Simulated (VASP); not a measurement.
Set up this calculation in VASP 6.6.1, as the native input.

| Quantity | Value |
| --- | --- |
| Task | single point |
| Functional | PBE |
| Potentials or basis | VASP PAW PBE potentials, release 64 (C) |
| Cutoff | 520 eV |
| k mesh | 13 × 13 × 13 |
| Occupations | gaussian, width 0.012 eV |
| Spin | no spin polarisation |
| Further INCAR settings | ALGO = Normal; EDIFF = 1e-06; NBANDS = 11 |

The structure of C lies in POSCAR:

```
C
1.0
    0.0000000000      1.7833700000      1.7833700000
    1.7833700000      0.0000000000      1.7833700000
    1.7833700000      1.7833700000      0.0000000000
C
2
Direct
    0.7500000000      0.7500000000      0.7500000000
    0.5000000000      0.5000000000      0.5000000000
```

This isn't the form of C at room conditions, which is graphite.

These files were run (other wordings do the same):

INCAR

```
PREC = Accurate
ENCUT = 520
EDIFF = 1E-6
ISMEAR = 0
SIGMA = 0.012
LREAL = F
LASPH = T
NELM = 60
ALGO = Normal
ISIF = 2
LWAVE = F
LCHARG = F
GGA = PE
NBANDS = 11
```

KPOINTS

```
regular mesh
0
Gamma
  13 13 13
```

Potentials or basis: VASP PAW PBE potentials, release 64 (C).

Command:

```console
$ cat potpaw_PBE.64/C/POTCAR > POTCAR
$ mpirun -np 1 vasp_std > vasp.out
```

It gave:

* Pressure: 2.5 GPa
* Band gap on the k mesh: 4.14 eV, indirect (least direct gap 5.59 eV)

Caveat: an odd mesh through Γ misses points on the zone boundary, where band edges often lie.

Wall time 8.7 s on 1 thread of Intel(R) Xeon(R) Platinum 8488C (Sapphire Rapids) (shared host), peak memory 0.12 GiB.
